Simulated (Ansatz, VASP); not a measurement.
# Zn16HSe15N (N-H pair in ZnSe): VASP beside Ansatz

Wanted: the spread between two codes on one cell, functional and k mesh. The cell is taken from a series of runs on this material, whose earlier steps may have relaxed, scaled, displaced or heated it; both programs get it as it stands.

Calculated with Ansatz 0.2.0; plane waves, with VASP 6.6.1 beside it; single point at HSE06.

**1. Starting point**

The cell holds 33 atoms: 16 Zn, 15 Se, 1 N and 1 H. Cell: a = 9.928 Å, b = 9.928 Å, c = 9.928 Å, α = 109.5°, β = 109.5°, γ = 109.5°. It derives from ZnSe (ZnSe (F-43m)). Nearest the centre at fractional (0.460, 0.710, 0.460): H33 at 0.39 Å, N32 at 0.78 Å, Zn16 at 2.30 Å, Zn9 at 2.30 Å, Zn12 at 2.31 Å, Zn7 at 2.79 Å, Se23 at 3.78 Å, Se22 at 3.78 Å.

**2. Ansatz: single point, HSE06**

Ansatz runs on its default PAW (the set named soft_2) files.

A single point gives forces, pressure and levels at one fixed geometry, so differences don't come from the geometry; what else differs is listed under the comparison.

The input, input.yaml:

```yaml
crystal:
  lattice:
    - [-5.73182924, 5.73182924, -5.73182924]
    - [5.73182924, 5.73182924, 5.73182924]
    - [5.73182924, -5.73182924, -5.73182924]
  atoms:
    - { symbol: Zn, position: [-0.002261049, -0.006055817, -0.002094007] }
    - { symbol: Zn, position: [-0.002264529, 0.247744806, 0.744097747] }
    - { symbol: Zn, position: [5.9709e-05, 0.50365467, 0.507579797] }
    - { symbol: Zn, position: [6.659e-05, 0.757420447, 0.253825476] }
    - { symbol: Zn, position: [0.244747989, -0.006451689, 0.743716194] }
    - { symbol: Zn, position: [0.253645403, 0.250089922, 0.507568212] }
    - { symbol: Zn, position: [0.179158607, 0.429177416, 0.179335507] }
    - { symbol: Zn, position: [0.253650177, 0.757414861, 0.00025466] }
    - { symbol: Zn, position: [0.515578611, -0.026577297, 0.515763354] }
    - { symbol: Zn, position: [0.507411733, 0.250084326, 0.253821738] }
    - { symbol: Zn, position: [0.507396876, 0.503662499, 0.000248635] }
    - { symbol: Zn, position: [0.515563858, 0.76557719, 0.723585772] }
    - { symbol: Zn, position: [0.743526211, -0.006464382, 0.244922989] }
    - { symbol: Zn, position: [0.743936513, 0.247746435, -0.002091067] }
    - { symbol: Zn, position: [0.743541977, 0.494768376, 0.743710465] }
    - { symbol: Zn, position: [0.723388793, 0.765603224, 0.515765259] }
    - { symbol: Se, position: [-0.000980337, 0.000922109, 0.751082812] }
    - { symbol: Se, position: [-0.002149162, 0.24786024, 0.495807686] }
    - { symbol: Se, position: [-0.005200338, 0.500445165, 0.250608851] }
    - { symbol: Se, position: [-0.002142511, 0.745654236, -0.001967267] }
    - { symbol: Se, position: [0.258871063, -0.002382795, 0.500731483] }
    - { symbol: Se, position: [0.250432944, 0.244809637, 0.250596567] }
    - { symbol: Se, position: [0.250422689, 0.500434217, -0.005032854] }
    - { symbol: Se, position: [0.258863356, 0.750559393, 0.74777636] }
    - { symbol: Se, position: [0.500542742, -0.002398009, 0.259043145] }
    - { symbol: Se, position: [0.495646457, 0.247872779, -0.001968865] }
    - { symbol: Se, position: [0.50054985, 0.508877234, 0.747766488] }
    - { symbol: "N", position: [0.538873158, 0.788906268, 0.539080532] }
    - { symbol: Se, position: [0.750901499, 0.000910232, -0.000818866] }
    - { symbol: Se, position: [0.750908864, 0.249028667, 0.751080527] }
    - { symbol: Se, position: [0.747584606, 0.508884082, 0.500713509] }
    - { symbol: Se, position: [0.747585109, 0.750548709, 0.259045827] }
    - { symbol: H, position: [0.421034165, 0.671076719, 0.421248455] }
basis:
  ecutwfc: 420
  xc_grid: 2
hamiltonian:
  xc: hse06
kpoints:
  mp_grid: { grid: [1, 1, 1] }
scf:
  occupations: { method: fermi_dirac, width: 0.01 }
  max_iter: 120
output:
  forces: true
checkpoint:
  read: "../relax.run"
```

Run with:

```sh
> ansatz run input.yaml --threads 4 --pin off --max-ram 7536MiB --backend cpu --events-out ev --progress --plain --runs-dir out
```

Numbers of over 12 decimals in the logs are rounded to 6 here.

What it wrote:

```text
Warning: at least one further symmetry operation maps every atom of the structure, as the run holds it, onto an atom to within 2.69e-5 (fractional), and is not used: no operation is sought that the atoms, as the run holds them, miss by more than 2.00e-5, twice crystal.symmetry.tolerance (1.0e-5). The run uses 1 unitary operations. The run imposes no operation that its atoms and lattice do not hold. Figures that only  [...]
Warning: checkpoint.read: the run can stay near the saved state's solution: 2 site(s) moved relative to the saved geometry (max |Δs| = 1.433e-2 fractional); the SCF starts from the saved state under `checkpoint.density_extrapolation: transplant`, in force with no word given; its orbitals are not used off its sites. A run without `checkpoint.read` takes nothing of the state. A lower free energy from it at the same positions (and U, V and field ramp, if any) shows a solution that this start missed, and an equal or higher one rules none out (checkpoint.read, Limitations, in the input reference)
exact exchange: scf.exx.singularity resolves to wigner_seitz, which cuts the screened interaction at the faces of the exchange supercell's Wigner-Seitz cell, so that each pair interacts once, at the shortest of its separations (the periodic images that this leaves out come, for a point-like exchange hole, to about 0.012 eV on a filled level). The cut falls within the interaction's reach, and what an exchange supercel [...]
Engine: ansatz 0.2.0, aarch64-unknown-linux-gnu
Pseudopotentials: kind: paw
Pseudopotential: Zn, paw, valence charge 12, recommended cutoff 420 eV (normal), Zn.paw.azcp
Pseudopotential: Se, paw, valence charge 16, recommended cutoff 420 eV (normal), Se.paw.azcp
Pseudopotential: N, paw, valence charge 5, recommended cutoff 420 eV (normal), N.paw.azcp
Pseudopotential: H, paw, valence charge 1, recommended cutoff 420 eV (normal), H.paw.azcp
Functional definition: HSE06
  parameter a = 0.25
  parameter omega = 0.11/bohr
  exchange = pbe_x - a*pbe_x_sr(omega) + a*exact_x_sr(omega)
  correlation = pbe_c
Crystal: 33 atoms, lattice volume = 753.251 Å³
Basis set: ecut = 420 eV, 14771 PW (Γ), exchange–correlation on 144×144×144 points (8 copies of the dense FFT grid, shifted against one another)
Bands: 263, of which v1, the nominal top of the filled ones, is band 219 counted from 1 (218 counted from 0)
Symmetry: 1 space group operations
Space group: P1 (ITA 1), of the structure as read, at distance tolerance 9.1e-5 Å
k-points: 1
Non-local potential: Zn, projectors of the file, l = 0: 2, l = 1: 2, l = 2: 3, l = 3: 1
Non-local potential: Se, projectors of the file, l = 0: 2, l = 1: 2, l = 2: 3, l = 3: 1
Non-local potential: N, projectors of the file, l = 0: 2, l = 1: 2, l = 2: 1
Non-local potential: H, projectors of the file, l = 0: 2, l = 1: 1
PAW form: soft (Blöchl's): semilocal exchange-correlation on the pseudo side does not see the compensation charge
PAW frozen core: Zn, regenerated for the run's functional, and the local potential with it (the file was generated under x = pbe(κ = 0.804, μ = 0.219515), c = pbe(β = 0.066725))
PAW frozen core: Se, regenerated for the run's functional, and the local potential with it (the file was generated under x = pbe(κ = 0.804, μ = 0.219515), c = pbe(β = 0.066725))
PAW frozen core: N, regenerated for the run's functional, and the local potential with it (the file was generated under x = pbe(κ = 0.804, μ = 0.219515), c = pbe(β = 0.066725))
[...]
SCF 2 stopped early in 7 iterations: F = -135584.373301 eV  dr2 = 4.92e-5
  Residual-converged pass: ⟨swp⟩=4.0  Hψ=812  notcnv=0  max |occ|·‖R‖ = 4.8e-6 eV (tolerance 6.7e-6 eV)  dr2=4.98e-5  dr2_onsite=3.05e-6  max |Δocc| = 0.0e0
  greatest PAW one-centre occupation: 1.000 electrons in one spin orbital (limit 2), on the Se atom at site 21 (counted from 0), in its partial waves of l = 2
hybrid outer 1: dexx = +1.997e-1 eV, tail = 8.50e-4 eV
Exchange kernel: α = 0.2500, screened, ω = 0.2079 Å⁻¹, Wigner–Seitz truncation, v(0) = 869.9606 eV·Å³, q-mesh 1×1×1, nearest image of the exchange supercell L = 9.93 Å, pair-density grid 40×40×40, without the augmentation charges, whose exchange is taken in its separable form (sized by the pseudopotential files, 60×60×60 at the most)
Frozen-core exchange: fock
SCF iter   1: F=—  HF=-135584.368362 eV  |F-HF|=—  |Δ(HF+E_count)|=         —  Δρ=9.00e-5  dr2=6.33e-5  ethr=9.70e-7  ⟨swp⟩=9.0  Hψ=633  notcnv=0
preconditioner: auto → none  [insulator: Δε(μ)=2.176 eV  Ē_g=13.007 eV  σ=0.010 eV  W_gap=1.00  n_scr=200 (ndim 8)  ℏωp=23.0 eV  f_vac=0.135  D(μ)=0.00/eV (n_scr^D=0)]
SCF iter   2: F=—  HF=-135584.368373 eV  |F-HF|=—  |Δ(HF+E_count)|=   1.14e-5  Δρ=4.36e-5  dr2=1.15e-5  ethr=1.09e-8  ⟨swp⟩=4.0  Hψ=816  notcnv=0
SCF iter   3: F=—  HF=-135584.368388 eV  |F-HF|=—  |Δ(HF+E_count)|=   1.47e-5  Δρ=3.02e-5  dr2=4.90e-6  ethr=1.88e-9  ⟨swp⟩=8.0  Hψ=773  notcnv=0  defer=6
SCF iter   4: F=—  HF=-135584.368387 eV  |F-HF|=—  |Δ(HF+E_count)|=   1.39e-6  Δρ=9.34e-6  dr2=3.29e-7  ethr=9.79e-10  ⟨swp⟩=5.0  Hψ=620  notcnv=0
SCF iter   5: F=—  HF=-135584.368387 eV  |F-HF|=—  |Δ(HF+E_count)|=   5.97e-7  Δρ=6.33e-6  dr2=3.15e-7  ethr=6.36e-11  ⟨swp⟩=12.0  Hψ=910  notcnv=0
SCF iter   6: F=—  HF=-135584.368387 eV  |F-HF|=—  |Δ(HF+E_count)|=   1.05e-7  Δρ=1.99e-6  dr2=8.10e-8  ethr=6.36e-11  ⟨swp⟩=4.0  Hψ=652  notcnv=0
SCF iter   7: F=-135584.368387 eV  HF=-135584.368387 eV  |F-HF|=3.49e-10  |Δ(HF+E_count)|=   2.47e-8  Δρ=5.39e-7  dr2=3.38e-9  ethr=1.72e-11  ⟨swp⟩=4.0  Hψ=544  notcnv=0
SCF 3 converged in 7 iterations: F = -135584.368387 eV  dr2 = 3.38e-9
  Residual-converged pass: ⟨swp⟩=3.0  Hψ=658  notcnv=0  max |occ|·‖R‖ = 1.1e-6 eV (tolerance 1.8e-6 eV)  dr2=3.43e-9  dr2_onsite=4.00e-10  max |Δocc| = 0.0e0
  greatest PAW one-centre occupation: 1.000 electrons in one spin orbital (limit 2), on the Se atom at site 22 (counted from 0), in its partial waves of l = 2
hybrid outer 2: dexx = +1.867e-5 eV, tail = 3.40e-7 eV, Δε = 9.32e-3 eV (about 2.67e-4 eV left of the loop's levels), ΔF = 1.14e-2 eV/Å (tail 2.25e-3)
Exchange kernel: α = 0.2500, screened, ω = 0.2079 Å⁻¹, Wigner–Seitz truncation, v(0) = 869.9606 eV·Å³, q-mesh 1×1×1, nearest image of the exchange supercell L = 9.93 Å, pair-density grid 40×40×40, without the augmentation charges, whose exchange is taken in its separable form (sized by the pseudopotential files, 60×60×60 at the most)
Frozen-core exchange: fock
SCF iter   1: F=—  HF=-135584.368386 eV  |F-HF|=—  |Δ(HF+E_count)|=         —  Δρ=1.35e-6  dr2=1.22e-8  ethr=3.88e-10  ⟨swp⟩=17.0  Hψ=801  notcnv=0
preconditioner: auto → none  [insulator: Δε(μ)=2.177 eV  Ē_g=13.007 eV  σ=0.010 eV  W_gap=1.00  n_scr=200 (ndim 8)  ℏωp=23.0 eV  f_vac=0.135  D(μ)=0.00/eV (n_scr^D=0)]
SCF iter   2: F=-135584.368386 eV  HF=-135584.368386 eV  |F-HF|=8.44e-10  |Δ(HF+E_count)|=  2.91e-11  Δρ=4.75e-7  dr2=1.88e-9  ethr=7.27e-12 (applied; sched 2.58e-12)  ⟨swp⟩=4.0  Hψ=728  notcnv=0
SCF 4 converged in 2 iterations: F = -135584.368386 eV  dr2 = 1.88e-9
  Residual-converged pass: ⟨swp⟩=2.0  Hψ=406  notcnv=0  max |occ|·‖R‖ = 1.9e-6 eV (tolerance 2.8e-6 eV)  dr2=1.90e-9  dr2_onsite=3.87e-10  max |Δocc| = 0.0e0
hybrid outer 3: dexx = +3.890e-9 eV, tail = 4.59e-9 eV, Δε = 7.80e-5 eV (about 1.70e-5 eV left of the loop's levels), ΔF = 2.01e-4 eV/Å (tail 1.75e-4)
hybrid SCF converged: 3 outer / 16 inner (+6 warm-up), last move |dexx| = 3.89e-9 eV, tail = 4.59e-9 eV
Stability not checked: this state was not tested for a lower state beside it, because the functional holds exact exchange (a hybrid, or Hartree-Fock), whose exchange loop this test does not read (fock_operator; see scf.lower_state_search)
Free energy (F): -135584.368386 eV
Frozen-core exchange: fock
Harris-Foulkes:  -135584.368386 eV  (|F-HF|=8.44e-10)
Internal energy: -135584.368386 eV  (E = F + TS)
E sigma→0 (E₀):  -135584.368386 eV
Fermi energy:    6.510691 eV
--- Per-component energies (eV) ---
  E_band       = -7087.460334
  E_kinetic    = 3993.997394
  E_local      = -69692.175567  (includes V_loc(G=0)·N_el)
  E_nonlocal   = 1008.558334
  E_hartree    = 32207.571270
  E_xc         = -3040.046861
  E_vxc        = -1900.355496  (∫ρ·V_xc dr)
  E_exx        = -1708.073732  (= α·E_x^exact, valence–valence)
  E_paw        = -57179.488665  (= ΣΔE_a)
  E_vpaw       = -1496.457877  (= ΣTr[D̂ρ^β])
  E_aug_tail   = -0.015369  (compensation charges beyond the density's cutoff)
  E_ewald      = -41168.859016
  E_core_change = -5.836175  (= ΣΔE_core)
  E_smearing   = -0.000000  (= −TS)
  E_closure    = 0.000003  (closes the sum)
  Σ components = -135584.368386   (vs F -135584.368386, Δ=0.00e0)
--- Forces (eV/Å), atoms counted from 1 ---
  atom   1  Zn     0.00276116     0.00226464    -0.01085990
  atom   2  Zn     0.00267073     0.01070698    -0.00250114
  atom   3  Zn    -0.00199150     0.00248730     0.00049683
  atom   4  Zn    -0.00197780    -0.00042016    -0.00252609
  atom   5  Zn    -0.01003465     0.00444450    -0.00422592
  atom   6  Zn    -0.00074860     0.00210129     0.00174121
  atom   7  Zn     0.01341593     0.01337298    -0.01385105
  atom   8  Zn    -0.00073663    -0.00207180    -0.00197058
  atom   9  Zn    -0.01516200    -0.01554686     0.06442002
  atom  10  Zn     0.00208982    -0.00075240     0.00223827
  atom  11  Zn     0.00178985    -0.00195974     0.00060875
  atom  12  Zn    -0.01514788    -0.06409532     0.01533781
  atom  13  Zn     0.00377351    -0.00950192    -0.00390262
  atom  14  Zn     0.01094641     0.00240341    -0.00254869
  atom  15  Zn     0.00390343     0.00401778     0.00985104
  atom  16  Zn    -0.06442582    -0.01538021     0.01524422
  atom  17  Se     0.00883325    -0.01160352     0.01167758
  atom  18  Se    -0.00181692    -0.00042842     0.00221581
  atom  19  Se     0.00410799    -0.01808418     0.01806821
  atom  20  Se    -0.00183451    -0.00208343     0.00057692
  atom  21  Se     0.00141341    -0.00090015     0.00127691
  atom  22  Se    -0.01776179    -0.01808144    -0.00392746
  atom  23  Se    -0.01788507     0.00431778     0.01813061
  atom  24  Se     0.00149579    -0.00119440     0.00081788
  atom  25  Se    -0.00037701     0.00185540     0.00065581
  atom  26  Se    -0.00074073    -0.00216561     0.00192448
  atom  27  Se    -0.00029888    -0.00116050    -0.00166007
  atom  28  N     -2.16567316    -2.16475176     2.16537087
  atom  29  Se    -0.01067826     0.00883042     0.01062437
  atom  30  Se    -0.01114985    -0.01086033    -0.00889645
  atom  31  Se    -0.00063880    -0.00065889    -0.00222898
  atom  32  Se    -0.00049559     0.00201017     0.00072492
  atom  33  H      2.28232911     2.28283734    -2.28285665
  max |Σ_I F_I| component: 5.11e-5 eV/Å
--- Band table (eV) ---
  k-point 0: bands = [... 215 lower, 4.7835, 5.3746, 5.4189, 5.4189, 7.5955]
  guard bands above this table: 43 of the run's 263 bands. The solve was not asked for them (output.publish_guard_bands: true or output.eigenvalues: true publishes all)
```

In the SCF lines HF is the Harris–Foulkes energy and dr2 the Hartree energy of the density residual, in eV; the loop may stop once dr2 is under the threshold and the program's other checks hold. Hψ counts applications of the Hamiltonian.

(Part 1 of 2 ends here.)

[Lines on the potential files, build, host, timing and source positions are cut from VASP's logs without a mark.]

[Logs are printed without paths, hosts, clocks, repeated set-up lines and the standing remarks that a program may print on its own settings, such as how far it seeks lower states.]

[Hosts, paths, dates, database ids (printed as entryN), source tags and the programs' standing remarks are cut or masked in the printed files.]
